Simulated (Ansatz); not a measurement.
# Si2Mo (P6_222) in Ansatz: a series of runs, part 3 of 3

Ansatz 0.2.0.

### Step 6. Relaxation of cell and atoms, PBEsol+U

The input, input.yaml:

```yaml
crystal:
  lattice:
    - [4.5854715599, 0.0, 0.0]
    - [-2.29273578, 3.9711348592, 0.0]
    - [0.0, 0.0, 6.5797601]
  atoms:
    - { symbol: Mo, position: [0.5, 0.5, 0.8333333333] }
    - { symbol: Mo, position: [0.0, 0.5, 0.1666666667] }
    - { symbol: Mo, position: [0.5, 0.0, 0.5] }
    - { symbol: Si, position: [0.16387298, 0.32774596, 0.5] }
    - { symbol: Si, position: [0.67225404, 0.83612702, 0.1666666667] }
    - { symbol: Si, position: [0.83612702, 0.16387298, 0.8333333333] }
    - { symbol: Si, position: [0.83612702, 0.67225404, 0.5] }
    - { symbol: Si, position: [0.32774596, 0.16387298, 0.1666666667] }
    - { symbol: Si, position: [0.16387298, 0.83612702, 0.8333333333] }
hamiltonian:
  xc: pbesol
  pseudopotentials: { kind: paw }
  hubbard: { sites: [{ species: Mo, l: d, u_eff: 4.0 }] }
kpoints:
  mp_grid: { grid: [5, 5, 3] }
scf:
  occupations: { method: fermi_dirac, width: 0.05 }
output:
  forces: true
  stress: true
  eigenvalues: true
  write_density: true
  write_potential: true
  elf: true
  volumetric_format: npy
relax:
  f_tol: 0.01
  max_steps: 40
  cell: { stress_tol: 0.05 }
```

Potentials or basis: Ansatz PAW.

On the command line:

```
$ ansatz run input.yaml --threads 4 --pin off --max-ram 11264MiB --backend cpu --events-out ev --progress --plain --runs-dir out
```

The program printed:

```text
Warning: RAYON_NUM_THREADS=4 ignored (pool sized by the plan → 4); use --threads N
Mo: projections on atomic orbitals take those of the free atom [Ar 3d10] 4s2 4p6 4d5 5s1, of charge +0.00 (hamiltonian.pseudopotentials.projection_atoms); the dataset's partial waves leave at most 6.0e-6 of an orbital's norm unspanned inside its sphere
Si: projections on atomic orbitals take those of the free atom [Ne] 3s2 3p2, of charge +0.00 (hamiltonian.pseudopotentials.projection_atoms); the dataset's partial waves leave at most 6.1e-8 of an orbital's norm unspanned inside its sphere
Engine: ansatz 0.2.0, aarch64-unknown-linux-gnu
Pseudopotentials: kind: paw
Pseudopotential: Mo, paw, valence charge 14, recommended cutoff 420 eV (normal), Mo.paw.azcp
Pseudopotential: Si, paw, valence charge 4, recommended cutoff 420 eV (normal), Si.paw.azcp
Functional definition: PBEsol
  exchange = pbesol_x
  correlation = pbesol_c
Crystal: 9 atoms, lattice volume = 119.814 Å³
Basis set: ecut = 420 eV, 2331 PW (Γ), exchange–correlation on 64×64×90 points (8 copies of the dense FFT grid, shifted against one another)
Bands: 42, of which v1, the nominal top of the filled ones, is band 33 counted from 1 (32 counted from 0)
Symmetry: 12 space group operations
Space group: P6222 (ITA 180), of the structure as read, at distance tolerance 4.9e-5 Å
[... 116 lines left out ...]
  k-point 2: bands = ["-43.9911", "-43.9639", "-43.9611", "-18.3302", "-18.3063", "-18.2893", "-18.2751", "-18.2594", "-18.1859", "-18.1365", "-18.1359", "-18.0915", "3.0045", "5.8754", "5.9493", "7.9212", "8.8789", "9.7886", "10.0692", "11.2194", "11.7686", "11.9337", "12.3593", "12.5321", "12.9366", "13.3317", "13.4392", "13.5288", "13.6099", "13.8631", "14.1059", "14.1630", "15.2873", "17.8468", "18.1115", "18.2989", "18.3305", "18.6368", "19.1778", "19.4650", "19.7115", "19.8820"]
  k-point 9: bands = ["-43.9818", "-43.9711", "-43.9626", "-18.3453", "-18.3367", "-18.3111", "-18.2698", "-18.2253", "-18.2065", "-18.1556", "-18.1004", "-18.0871", "5.0613", "5.6852", "5.9441", "6.6989", "7.8076", "8.8512", "9.8149", "10.3284", "11.2557", "12.2539", "12.6701", "12.7640", "13.1073", "13.2986", "13.3948", "13.4716", "14.0888", "14.6213", "15.0061", "15.3190", "16.0084", "17.4122", "17.6343", "18.2461", "18.3451", "18.4676", "18.9046", "19.2028", "19.3640", "19.7707"]
Occupation matrices written to <dir>
--- Relaxed structure (4 steps of the walk, 4 accepted, 2 SCFs on fresh bases) ---
  F+E_penalty+E_count = -18412.12068062 eV   max|allowed force component| = 7.132e-4 eV/Å   (the final SCF, on the basis selected at the relaxed cell)
  cell:  # Å, volume = 118.3996 Å³
    - [4.56862492575648, 2.8761556186022935e-11, -2.3885096116491783e-34]
    - [-2.2843124629031486, 3.956545246053527, 2.8102782440264127e-34]
    - [-2.998893904691784e-34, -1.2852402448679076e-34, 6.550111057798267]
  atoms:
    - { symbol: Mo, position: [0.5000000000000001, 0.5, 0.8333333333333334] }
    - { symbol: Mo, position: [1.3647168702580584e-35, 0.49999999999999994, 0.16666666666666669] }
    - { symbol: Mo, position: [0.5, -7.963104582747458e-21, 0.5] }
    - { symbol: Si, position: [0.16401371746161592, 0.3280274349232317, 0.5] }
    - { symbol: Si, position: [0.6719725650767683, 0.8359862825383839, 0.16666666666666669] }
    - { symbol: Si, position: [0.8359862825383841, 0.16401371746161583, 0.8333333333333334] }
    - { symbol: Si, position: [0.8359862825383844, 0.6719725650767683, 0.5] }
    - { symbol: Si, position: [0.3280274349232317, 0.16401371746161583, 0.16666666666666669] }
    - { symbol: Si, position: [0.16401371746161592, 0.8359862825383841, 0.8333333333333334] }
```

rho_z.tsv:

```text
# z_ang	rho[e/angstrom^3]
# format = ansatz-planar-average/11
# lattice	4.568624926	0.000000000	-0.000000000
# lattice	-2.284312463	3.956545246	0.000000000
# lattice	-0.000000000	-0.000000000	6.550111058
# sites	9
# site	42	1.142156231	1.978272623	5.458425881
# site	42	-1.142156231	1.978272623	1.091685176
# site	42	2.284312463	0.000000000	3.275055529
# site	14	-0.000000000	1.297855388	3.275055529
# site	14	1.160336726	3.307617552	1.091685176
# site	14	3.444649189	0.648927694	5.458425881
# site	14	2.284312463	2.658689858	3.275055529
# site	14	1.123975737	0.648927694	1.091685176
# site	14	-1.160336726	3.307617552	5.458425881
0.000000	3.083919e-1
0.145558	3.216745e-1
0.291116	3.672137e-1
0.436674	4.519283e-1
0.582232	5.683153e-1
0.727790	6.909321e-1
[... 37 lines left out ...]
6.258995	3.672137e-1
6.404553	3.216745e-1
```

v_z.tsv:

```text
# z_ang	v_es[eV]	v_tot[eV]
# format = ansatz-planar-average/11
# xc	pbesol
# density_cutoff_ev	1680
# datasets	Mo=:simpson_from_first_knot:soft:shift=-753884	Si=:simpson_from_first_knot:soft:shift=-540422
# lattice	4.568624926	0.000000000	-0.000000000
# lattice	-2.284312463	3.956545246	0.000000000
# lattice	-0.000000000	-0.000000000	6.550111058
# sites	9
# site	42	1.142156231	1.978272623	5.458425881
# site	42	-1.142156231	1.978272623	1.091685176
# site	42	2.284312463	0.000000000	3.275055529
# site	14	-0.000000000	1.297855388	3.275055529
# site	14	1.160336726	3.307617552	1.091685176
# site	14	3.444649189	0.648927694	5.458425881
# site	14	2.284312463	2.658689858	3.275055529
# site	14	1.123975737	0.648927694	1.091685176
# site	14	-1.160336726	3.307617552	5.458425881
0.000000	1.413987e1	3.149987e0
0.145558	1.349467e1	2.404080e0
0.291116	1.147226e1	6.189168e-2
0.436674	8.001102e0	-3.889733e0
0.582232	3.722248e0	-8.850128e0
0.727790	-3.737100e-1	-1.373664e1
[... 37 lines left out ...]
6.258995	1.147226e1	6.189168e-2
6.404553	1.349467e1	2.404080e0
```

Run time: 13 s. Hardware: 4 threads of Arm Neoverse V1, shared host; peak memory 0.45 GiB.

Results:

- Free energy: -18412.1207 eV
- Relaxed volume: 13.16 Å³/atom
- Relaxed cell: a = 4.569 Å, b = 4.569 Å, c = 6.550 Å, α = 90.00°, β = 90.00°, γ = 120.00°
- Space group after relaxing (to 0.05 Å): P6_222 (No. 180)
- Energy gained by relaxing: 1.3 meV/atom
- Ionic steps: 6
- Pressure after relaxing: 0.0 GPa
- Band gap on the k mesh: 1.06 eV, indirect (least direct gap 1.25 eV)

Step by step:
| step | energy change (eV) | largest force (eV/Å) | volume (Å³) |
| --- | --- | --- | --- |
| 1 | 0.0000 | 0.0206 | 119.81 |
| 2 | -0.0112 | 0.0173 | 118.02 |
| 3 | -0.0120 | 0.0023 | 118.41 |
| 4 | -0.0117 | 0.0023 | 118.41 |
| 5 | -0.0117 | 0.0007 | 118.40 |
| 6 | -0.0117 | 0.0007 | 118.40 |

Final structure:
```
Mo Si
1.0
     4.56862    0.00000    0.00000
    -2.28431    3.95655    0.00000
     0.00000    0.00000    6.55011
Mo Si
3 6
Cartesian
  1.1422 1.9783 5.4584
  -1.1422 1.9783 1.0917
  2.2843 0.0000 3.2751
  0.0000 1.2979 3.2751
  1.1603 3.3076 1.0917
  3.4446 0.6489 5.4584
  2.2843 2.6587 3.2751
  1.1240 0.6489 1.0917
  -1.1603 3.3076 5.4584
```

Eigenvalues of the final occupation matrices:
```csv
site,spin,trace,eigenvalues
site 1,1,2.91,0.48 0.54 0.59 0.62 0.68
site 2,1,2.91,0.48 0.54 0.59 0.62 0.68
site 3,1,2.91,0.48 0.54 0.59 0.62 0.68
```

Caveat: odd divisions of the mesh miss points on the zone boundary, where band edges often lie, so the gap on the mesh can be too wide; the plane-wave basis is chosen anew once the cell has moved, so the energies of steps on either side of that aren't comparable; the PAW data sets come from PBE, with cores solved anew for the run's functional, which leaves a small shift of forces and pressure; the U is typed as a test and isn't derived for this compound.

### Step 7. Overview

| level | U | k mesh | hubbard projectors | double counting | gap on the mesh (eV) | pressure (GPa) | relaxed volume (Å³/atom) |
| --- | --- | --- | --- | --- | --- | --- | --- |
| PBEsol | - | 7 × 7 × 4 | - | - | 0.26 | 0.0 | 13.22 |
| PBEsol+D3(BJ) | - | 7 × 7 × 4 | - | - | 0.25 | 0.0 | 12.84 |
| PBEsol+D3(BJ)-ATM | - | 7 × 7 × 4 | - | - | 0.26 | 0.0 | 12.91 |
| PBEsol+D4 | - | 7 × 7 × 4 | - | - | 0.26 | 0.0 | 13.01 |
| PBEsol+U | Mo d U = 4 eV | 5 × 5 × 3 | ortho-atomic (the default) | fll (the default) | 1.06 | 0.0 | 13.16 |

Alike in all rows: task relaxation of cell and atoms; potentials or basis Ansatz PAW; no spin polarisation; cell relaxed; cutoff (eV) 420; smearing fermi-dirac 0.05 eV.

Caveats: odd divisions of the mesh miss points on the zone boundary, where band edges often lie, so the gap on the mesh can be too wide; the plane-wave basis is chosen anew once the cell has moved, so the energies of steps on either side of that aren't comparable; the PAW data sets come from PBE, with cores solved anew for the run's functional, which leaves a small shift of forces and pressure; the U is typed as a test and isn't derived for this compound (some runs).

Total energies depend on the potentials used, so only differences within one code and one set of settings carry meaning.
